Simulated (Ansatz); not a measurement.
Density of states of In3Sb (Pm-3m, a = 4.724 Å, b = 4.724 Å, c = 4.724 Å, α = 90.00°, β = 90.00°, γ = 90.00°), in states per eV and primitive cell, averaged over bins of 0.4 eV. Computed with DFT PBEsol, scalar-relativistic, plane waves, PAW in Ansatz.

Plane waves to 420 eV, a k mesh through Γ of 10×10×10 on the computed 4-atom cell and Gaussian smearing (0.10 eV); no spin polarisation.

The cell is relaxed at this level. The states (both spins) are summed by tetrahedra on a 15×15×15 mesh at the self-consistent density. Energies are bin centres; the table starts no lower than −8 eV and ends at 6 eV, or lower where the solved bands end.

It is a metal at this level.

```csv
E − E_F (eV),total,In 5p,Sb 5p,In 5s,Sb 5s
-7.65,0.41,0.13,0.08,0.19,0.01
-7.25,0.89,0.30,0.15,0.39,0.05
-6.85,1.62,0.53,0.24,0.68,0.16
-6.45,1.31,0.39,0.18,0.55,0.18
-6.05,0.79,0.22,0.14,0.34,0.08
-5.65,1.17,0.33,0.24,0.50,0.08
-5.25,1.81,0.51,0.36,0.80,0.12
-4.85,1.39,0.40,0.24,0.62,0.11
-4.45,1.61,0.46,0.23,0.79,0.12
-4.05,1.43,0.43,0.20,0.67,0.11
-3.65,1.25,0.47,0.24,0.48,0.04
-3.25,1.47,0.58,0.31,0.50,0.05
-2.85,1.51,0.66,0.39,0.40,0.04
-2.45,1.55,0.72,0.49,0.29,0.03
-2.05,2.16,0.95,0.76,0.36,0.05
-1.65,2.08,0.80,0.70,0.49,0.05
-1.25,2.00,0.74,0.61,0.55,0.06
-0.85,2.05,0.70,0.68,0.56,0.06
-0.45,2.07,0.66,0.78,0.54,0.05
-0.05,2.12,0.60,0.82,0.60,0.04
0.35,1.41,0.67,0.33,0.32,0.05
0.75,2.36,1.25,0.51,0.43,0.09
1.15,1.48,0.89,0.30,0.18,0.04
1.55,2.10,1.26,0.39,0.28,0.08
1.95,2.25,1.38,0.38,0.29,0.07
2.35,2.71,1.68,0.51,0.29,0.04
2.75,2.45,1.55,0.45,0.24,0.04
3.15,2.55,1.66,0.49,0.19,0.03
3.55,2.97,1.90,0.53,0.26,0.03
3.95,2.77,1.86,0.48,0.19,0.02
4.35,2.54,1.66,0.45,0.18,0.02
4.75,2.36,1.57,0.40,0.15,0.02
5.15,2.17,1.47,0.33,0.14,0.02
5.55,1.87,1.29,0.22,0.13,0.02
```

The columns after the total are the main Löwdin projections on the occupied valence shells of the potentials; 1 other is left out. The rest of the total lies in those, in shells that are empty in the free atom, which aren't projected, and between the atoms.

Spin-orbit coupling is left out, which matters for the bands of heavy elements.

Whether In3Sb exists in this form wasn't checked.

Cost: 1 run of about 0.48 core-minutes, on Intel Xeon 6975P-C (Granite Rapids) (shared hosts).